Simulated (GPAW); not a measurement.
Runs of GPAW 26.7.0 on Al2O3. It takes space group Pnnm (No. 58, orthorhombic). The conventional cell has a = 4.614 Å, b = 9.563 Å, c = 3.120 Å, α = 90.00°, β = 90.00°, γ = 90.00°. Al (site symmetry m) has 4 O at 1.68 to 1.82 Å as nearest neighbours. O (site symmetry 2/m) is surrounded by 2 Al at 1.68 Å. O (site symmetry m) is surrounded by 3 Al at 1.82 Å. Measurements of this composition are mostly on another form, of space group No. 167.

| task | level | potentials or basis | k mesh | band path | band points | gap on the mesh (eV) | pressure (GPa) | largest force (eV/Å) |
| --- | --- | --- | --- | --- | --- | --- | --- | --- |
| single point | TB-mBJ | GPAW PAW data sets for LDA (gpaw-data 1.2.1), pw | 4 × 2 × 6 | - | - | 5.92 | - | - |
| band structure | RPBE | the program's PAW data sets (release 1.2.1) made for this functional, pw | 5 × 3 × 7 | GXSYGZURTZ,YT,UX,SR | 60 | (a) | 4.8 | (b) |
| band structure | PBEsol | PAW data sets generated in the run's folder for this functional, pw | 5 × 3 × 7 | GXSYGZURTZ,YT,UX,SR | 60 | 3.46 | -0.8 | 0.18 |
| band structure | r2SCAN | GPAW PAW data sets (gpaw-data 1.2.1), pw | 4 × 2 × 6 | GXSYGZURTZ,YT,UX,SR | 60 | 4.17 | -2.6 | 0.21 |
| single point | PBE | GPAW PAW data sets (gpaw-data 1.2.1), pw | 6 × 3 × 9 | - | - | 3.55 | 1.8 | 0.20 |

Alike in all rows: no spin polarisation; cell as given; cutoff (eV) 800; smearing fermi-dirac 0.05 eV.

Estimate the missing entries.

(a) 3.71; (b) 0.24.

Caveats: the PAW data sets were made with another functional, which shifts forces and pressure a little (some runs); a model potential gives levels but no total energy (some runs); an odd mesh through Γ misses points on the zone boundary, where band edges often lie (some runs).
